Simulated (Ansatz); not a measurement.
# Al: band structure with r2SCAN+rVV10

The system is Al.

```
Al
1.0
    -1.59122    1.59122    1.59122
     1.59122   -1.59122    1.59122
     1.59122    1.59122   -1.59122
Al
1
Direct
  0.00000 0.00000 0.00000
```

This isn't the form of Al at room conditions, which is fcc.

* Program: Ansatz 0.2.0
* Task: band structure
* Functional: r2SCAN
* Dispersion: rVV10
* Potentials or basis: PseudoDojo stringent (PBE files)
* Cutoff: 544 eV
* Density cutoff: 2177 eV
* k mesh: 12 × 12 × 12
* Occupations: tetrahedron
* Spin: no spin polarisation
* Path: [["G", "H", "N", "G", "P", "H"], ["P", "N"]]
* Points for each segment of the path: 14

```json
{
  "Band gap on the k mesh": "none (metal or under the smearing width)"
}
```

Levels at the corners of the path, in eV from the Fermi level:
```tsv
point	band 1	band 2	band 3	band 4	band 5	band 6
Γ	-12.19	14.56	14.56	14.56	16.01	16.01
H	2.01	2.01	2.01	3.07	3.07	6.16
N	-4.84	-4.21	8.91	9.00	10.74	12.40
Γ	-12.19	14.56	14.56	14.56	16.01	16.01
P	-1.18	-1.18	-1.18	0.53	24.00	24.00
H	2.01	2.01	2.01	3.07	3.07	6.16
P	-1.18	-1.18	-1.18	0.53	24.00	24.00
N	-4.84	-4.21	8.91	9.00	10.74	12.40
```

It took 2.1 s on 1 thread of AMD EPYC 7B13 (Zen 3), on a shared host, peak memory 0.35 GiB.

Caveat: the meta-GGA runs on potentials made for a GGA; with tetrahedron occupations forces and stress needn't match the slope of the energy.
